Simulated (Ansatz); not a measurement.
**MgTe under compression and expansion**

```
CELL_PARAMETERS angstrom
4.54000 0.00000 0.00000
-2.27000 3.93176 0.00000
0.00000 0.00000 7.39500
ATOMIC_POSITIONS crystal
Mg 0.33333 0.66667 0.00000
Mg 0.66667 0.33333 0.50000
Te 0.33333 0.66667 0.37000
Te 0.66667 0.33333 0.87000
```

The cell is COD entry 1538744, as deposited and not checked against the literature; nothing was relaxed.

No spin–orbit coupling, which matters for the heavy atoms here.

All numbers are computed: DFT, PBEsol, all-electron LAPW, scalar-relativistic (Ansatz 0.2.0); DFT, PBEsol, PAW with Ansatz's default frozen-core files, scalar-relativistic (Ansatz 0.2.0).

For LAPW: a Γ-centred 10×10×6 k mesh, Fermi–Dirac smearing of 0.05 eV, basis error target 1 meV/atom, no spin polarisation. PAW takes a cutoff of 420 eV at this cell (files made with PBE, cores remade for this functional). The Ansatz runs share mesh, smearing and spin set-up. Plane-wave (PAW) pressures include the program's estimate of the Pulay term.

The cell above is scaled evenly, with fractional coordinates and shape held.

```tsv
V/V(cell)	V (Å³/atom)	P, LAPW (GPa)	P, PAW (GPa)	gap on the k mesh, LAPW (eV)	free energy over the lowest listed, PAW (meV/atom)
0.9400	31.020	3.11	3.12	2.70	21.7
0.9600	31.681	2.13	2.13	2.60	11.0
0.9800	32.341	1.24	1.25	2.51	4.0
0.9900	32.671	0.83	0.84	2.46	1.9
1.0000	33.001	0.44	0.45	2.42	0.5
1.0100	33.331	0.07	0.08	2.37	0.0
1.0200	33.661	-0.28	-0.27	2.33	0.2
1.0400	34.321	-0.93	-0.92	2.25	2.7
1.0600	34.981	-1.52	-1.51	2.16	7.7
```

**Question.** What do Birch–Murnaghan fits to the pressures give?

**Answer.** LAPW: V0 = 33.40 Å³/atom, B0 = 36 GPa, B0′ = 4.1; PAW: V0 = 33.40 Å³/atom, B0 = 36 GPa, B0′ = 4.1.

PAW's V0 lies 0.01 % from the all-electron value and its B0 0.0 %. With shape and internal coordinates held, B0 is an upper bound to the relaxed modulus.
